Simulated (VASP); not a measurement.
# Born charge of ZnS from moved atoms, part 3 of 3

Wanted: a Born charge of ZnS from Berry phases. The cell is of the zinc-blende type, one of the forms listed for this formula, which need not be the common one. The start is a cell from a database of measured crystal structures.

VASP 6.6.1, plane waves and PAW; the level of theory is named at each step.

So far. Step 3 (Linear response): The mean electronic (clamped-ion) dielectric constant is 6.31. No finer mesh was run, so at a direct gap of this size the value isn't shown to be converged. Step 4 (Berry phase, displacement (A) -0.04): At -0.04 Å the ionic and electronic dipoles along y are -28.851 and 3.106 e Å.

The database entry behind the starting cell differs from later determinations by our own check (about 0.1 % short), so it need not match the best structure at ambient conditions.

## 5. Berry phase, displacement (A) -0.02

Level of this step: LDA, displaced atoms; plane waves and PAW (Zn, S) (VASP).

The next place on the path.

INCAR reads:

```
SYSTEM = ZnS
PREC = Accurate
ENCUT = 400
EDIFF = 1E-08
NELM = 100
ISMEAR = 0
SIGMA = 0.01
LREAL = .FALSE.
ALGO = Normal
GGA = CA
NBANDS = 15
LWAVE = .FALSE.
LCHARG = .FALSE.
KPAR = 2
LCALCPOL = .TRUE.
DIPOL = 0.125 0.125 0.125
```

POSCAR reads:

```
ZnS
1.0
    0.0000000000      2.7020000000      2.7020000000
    2.7020000000      0.0000000000      2.7020000000
    2.7020000000      2.7020000000      0.0000000000
Zn S
1 1
Direct
    0.7462990377      0.7537009623      0.7462990377
    0.0000000000      0.0000000000      0.0000000000
```

KPOINTS reads:

```
Automatic mesh
0
Gamma
8 8 8
0 0 0
```

Potentials, in the order of the species: Zn and S (PBE family, release 64).

The run is started by

```
> mpirun -np 2 vasp_std
```

What it wrote:

```text
[... set-up lines as in an earlier step ...]
 entering main loop
       N       E                     dE             d eps       ncg     rms          rms(c)
DAV:   1     0.724082782791E+02    0.72408E+02   -0.73901E+03  2850   0.118E+03
DAV:   2    -0.406580870946E+01   -0.76474E+02   -0.71770E+02  3305   0.235E+02
DAV:   3    -0.859273295194E+01   -0.45269E+01   -0.45068E+01  3522   0.579E+01
DAV:   4    -0.863673073753E+01   -0.43998E-01   -0.43988E-01  3501   0.602E+00
[...]
DAV:  12    -0.820297133969E+01   -0.20145E-07   -0.21091E-06  4507   0.294E-02    0.331E-03
DAV:  13    -0.820297125993E+01    0.79760E-07   -0.37395E-07  3898   0.649E-03    0.733E-04
DAV:  14    -0.820297126381E+01   -0.38731E-08   -0.36183E-08  3641   0.148E-03
 p_tot=( -0.257E+02 -0.257E+02 -0.257E+02 )
   1 F= -.82029713E+01 E0= -.82029713E+01  d E =-.138441E-15
```

It took 70 s on 2 MPI ranks of AMD EPYC 7R43, shared host; peak memory 0.29 GiB; 2 min of CPU time.

Parts of OUTCAR (step 5):

```text
  Total       -1.0838361     -1.0867429     -1.0838361     -0.0000000      0.0000000     -0.0928773
  in kB      -44.0137287    -44.1317705    -44.0137287     -0.0000000      0.0000000     -3.7716727
  external PRESSURE =     -44.0530759 kB  Pullay stress =       0.0000000 kB

 POSITION                                       TOTAL-FORCE (eV/Angst)
 -----------------------------------------------------------------------------------
      4.05300      4.03300      4.05300         0.000000      0.109969      0.000000
      0.00000      0.00000      0.00000         0.000000     -0.109969      0.000000
 -----------------------------------------------------------------------------------
    total drift:                                0.000003      0.000269      0.000003

  FREE ENERGIE OF THE ION-ELECTRON SYSTEM (eV)
  ---------------------------------------------------
  free  energy   TOTEN  =        -8.2029712638 eV

  energy  without entropy=       -8.2029712638  energy(sigma->0) =       -8.20297126

[... 2 parts as in an earlier step ...]

[... 1 further part left out ...]
[key lines of the parts left out:]
E-fermi :   1.9178
```

At -0.02 Å the ionic and electronic dipoles along y are -28.611 and 2.906 e Å.

## 6. Berry phase, displacement (A) 0

This step: LDA; plane waves and PAW (Zn, S) (VASP 6.6.1).

The next place on the path.

INCAR is that of step 5.

Edit POSCAR of step 5 so:

```diff
@@ -8,3 +8,3 @@
 Direct
-    0.7462990377      0.7537009623      0.7462990377
+    0.7500000000      0.7500000000      0.7500000000
     0.0000000000      0.0000000000      0.0000000000
```

KPOINTS is that of step 5.

The run is started by

```
> mpirun -np 2 vasp_std
```

What it wrote:

```text
[... set-up lines as in an earlier step ...]
 entering main loop
       N       E                     dE             d eps       ncg     rms          rms(c)
[... 14 cycles as in an earlier step ...]
 p_tot=( -0.257E+02 -0.257E+02 -0.257E+02 )
   1 F= -.82040675E+01 E0= -.82040675E+01  d E =-.169696E-17
```

Elapsed: 59 s, on 2 MPI ranks; peak memory 0.25 GiB; 1.8 min of CPU time.

OUTCAR, selected parts (step 6):

```text
  FREE ENERGIE OF THE ION-ELECTRON SYSTEM (eV)
  ---------------------------------------------------
  free  energy   TOTEN  =        -8.2040674558 eV

  energy  without entropy=       -8.2040674558  energy(sigma->0) =       -8.20406746

[... 4 parts as in an earlier step ...]

[... 1 further part left out ...]
[key lines of the parts left out:]
E-fermi :   1.9047
```

At the undisplaced site the ionic and electronic dipoles along y are -28.371 and 2.706 e Å.

## 7. Berry phase, displacement (A) 0.02

This step: LDA, displaced atoms; plane waves and PAW (Zn, S) (VASP 6.6.1).

The next place on the path.

INCAR is that of step 6.

Edit POSCAR of step 6 so:

```diff
@@ -8,3 +8,3 @@
 Direct
-    0.7500000000      0.7500000000      0.7500000000
+    0.7537009623      0.7462990377      0.7537009623
     0.0000000000      0.0000000000      0.0000000000
```

KPOINTS is that of step 6.

The run is started by

```
> mpirun -np 2 vasp_std
```

What it wrote:

```text
[... set-up lines as in an earlier step ...]
 entering main loop
       N       E                     dE             d eps       ncg     rms          rms(c)
DAV:   1     0.726044480940E+02    0.72604E+02   -0.73893E+03  2850   0.118E+03
DAV:   2    -0.404355326672E+01   -0.76648E+02   -0.71683E+02  3305   0.236E+02
DAV:   3    -0.859168363037E+01   -0.45481E+01   -0.45280E+01  3487   0.581E+01
DAV:   4    -0.863671023508E+01   -0.45027E-01   -0.45015E-01  3494   0.607E+00
[...]
DAV:  12    -0.820297134308E+01   -0.15030E-07   -0.20533E-06  4500   0.292E-02    0.322E-03
DAV:  13    -0.820297126808E+01    0.75004E-07   -0.35989E-07  3847   0.637E-03    0.725E-04
DAV:  14    -0.820297127171E+01   -0.36302E-08   -0.34849E-08  3564   0.145E-03
 p_tot=( -0.257E+02 -0.256E+02 -0.257E+02 )
   1 F= -.82029713E+01 E0= -.82029713E+01  d E =-.138236E-15
```

Run time: 70 s. Hardware: 2 MPI ranks; peak memory 0.3 GiB; 2 min of CPU time.

From OUTCAR (step 7):

```text
  Total       -1.0838361     -1.0867438     -1.0838361     -0.0000000     -0.0000000      0.0929351
  in kB      -44.0137281    -44.1318077    -44.0137281     -0.0000000     -0.0000000      3.7740208
  external PRESSURE =     -44.0530879 kB  Pullay stress =       0.0000000 kB

 POSITION                                       TOTAL-FORCE (eV/Angst)
 -----------------------------------------------------------------------------------
      4.05300      4.07300      4.05300        -0.000000     -0.109971     -0.000000
      0.00000      0.00000      0.00000         0.000000      0.109971      0.000000
 -----------------------------------------------------------------------------------
    total drift:                               -0.000002     -0.000266     -0.000003

  FREE ENERGIE OF THE ION-ELECTRON SYSTEM (eV)
  ---------------------------------------------------
  free  energy   TOTEN  =        -8.2029712717 eV

  energy  without entropy=       -8.2029712717  energy(sigma->0) =       -8.20297127

[... 2 parts as in an earlier step ...]

[... 1 further part left out ...]
[key lines of the parts left out:]
E-fermi :   1.9178
```

At +0.02 Å the ionic and electronic dipoles along y are -28.131 and 2.506 e Å.

## 8. Berry phase, displacement (A) 0.04

The next place on the path.

INCAR is that of step 7.

Edit POSCAR of step 7 so:

```diff
@@ -8,3 +8,3 @@
 Direct
-    0.7537009623      0.7462990377      0.7537009623
+    0.7574019245      0.7425980755      0.7574019245
     0.0000000000      0.0000000000      0.0000000000
```

KPOINTS is that of step 7.

The run is started by

```
> mpirun -np 2 vasp_std
```

What it wrote:

```text
[... set-up lines as in an earlier step ...]
 entering main loop
       N       E                     dE             d eps       ncg     rms          rms(c)
DAV:   1     0.725528456254E+02    0.72553E+02   -0.73893E+03  2857   0.118E+03
DAV:   2    -0.403043945621E+01   -0.76583E+02   -0.71546E+02  3298   0.236E+02
DAV:   3    -0.858850756275E+01   -0.45581E+01   -0.45378E+01  3480   0.581E+01
DAV:   4    -0.863421219516E+01   -0.45705E-01   -0.45692E-01  3550   0.612E+00
[...]
DAV:  12    -0.819966397120E+01   -0.22740E-07   -0.21666E-06  4451   0.293E-02    0.342E-03
DAV:  13    -0.819966388789E+01    0.83312E-07   -0.39111E-07  3903   0.660E-03    0.762E-04
DAV:  14    -0.819966389199E+01   -0.40964E-08   -0.37478E-08  3571   0.152E-03
 p_tot=( -0.257E+02 -0.256E+02 -0.257E+02 )
   1 F= -.81996639E+01 E0= -.81996639E+01  d E =-.676420E-14
```

The job ended after 67 s (2 MPI ranks; peak memory 0.3 GiB; 1.9 min of CPU time).

From OUTCAR (step 8):

```text
  Total       -1.0702929     -1.0818045     -1.0702929     -0.0000000      0.0000000      0.1859782
  in kB      -43.4637515    -43.9312290    -43.4637515     -0.0000000      0.0000000      7.5524267
  external PRESSURE =     -43.6195773 kB  Pullay stress =       0.0000000 kB

 POSITION                                       TOTAL-FORCE (eV/Angst)
 -----------------------------------------------------------------------------------
      4.05300      4.09300      4.05300         0.000000     -0.219712      0.000000
      0.00000      0.00000      0.00000         0.000000      0.219712      0.000000
 -----------------------------------------------------------------------------------
    total drift:                               -0.000002     -0.000371     -0.000002

  FREE ENERGIE OF THE ION-ELECTRON SYSTEM (eV)
  ---------------------------------------------------
  free  energy   TOTEN  =        -8.1996638920 eV

  energy  without entropy=       -8.1996638920  energy(sigma->0) =       -8.19966389

[... 2 parts as in an earlier step ...]

[... 1 further part left out ...]
[key lines of the parts left out:]
E-fermi :   1.9303
```

At +0.04 Å the ionic and electronic dipoles along y are -27.891 and 2.306 e Å.

## 9. Summary

This step: Born charge from Berry-phase polarisation, LDA; plane waves and PAW (VASP 6.6.1).

This step runs nothing: it gathers the runs above.

Numbers from this step:

```
Born charge column from the Berry phase : 0, 1.997, 0 e
force constant                          : 5.494 eV/Å²
Born charge column from linear response : 0, 2.004, 0 e
```

Table of change of polarisation, branches joined by displacement:

```tsv
displacement (Å)	change of polarisation, branches joined (uC/cm²)
-0.0400	-3.24
-0.0200	-1.62
0.0000	0
0.0200	1.62
0.0400	3.24
```

Table of energy above the lowest point by displacement:

```tsv
displacement (Å)	energy above the lowest point (meV)
-0.0400	4.40
-0.0200	1.10
0.0000	0
0.0200	1.10
0.0400	4.40
```

## 10. Summary of results

```yaml
born_charge_column_from_the_berry_phase: 0.00, 2.00, 0.00 e
born_charge_column_from_linear_response: 0.00, 2.00, 0.00 e
force_constant: 5.49 eV/Å²
```

**Reading.** The Berry phase gives Zn1 a Born charge of 2.00 e along y. Linear response gives 2.004 e against 1.997 e, a difference of 0.007 e. The dipole is defined up to a lattice vector times e, so only its changes along the path are used. Charge and force constant come from straight lines through all places from -0.04 to +0.04 Å, so they hold the curvature of the path, and the values at the undisplaced site can differ by some per cent. The force constant is minus the slope of the force on the moved atom, whose periodic images move with it while all else is held. The mesh of the Berry phase wasn't tested for convergence. The given cell is kept, although it stands at -4.4 GPa at LDA and ENCUT = 400 eV, which holds the mismatch of the given cell with this functional, any error of the entry itself and any basis-set error.

[Lines on the potential files, build, host, timing and source positions are cut from VASP's logs without a mark.]

[Logs are printed without paths, hosts, clocks, repeated set-up lines and the standing remarks that a program may print on its own settings, such as how far it seeks lower states.]

[Hosts, paths, dates, database ids (printed as entryN), source tags and the programs' standing remarks are cut or masked in the printed files.]
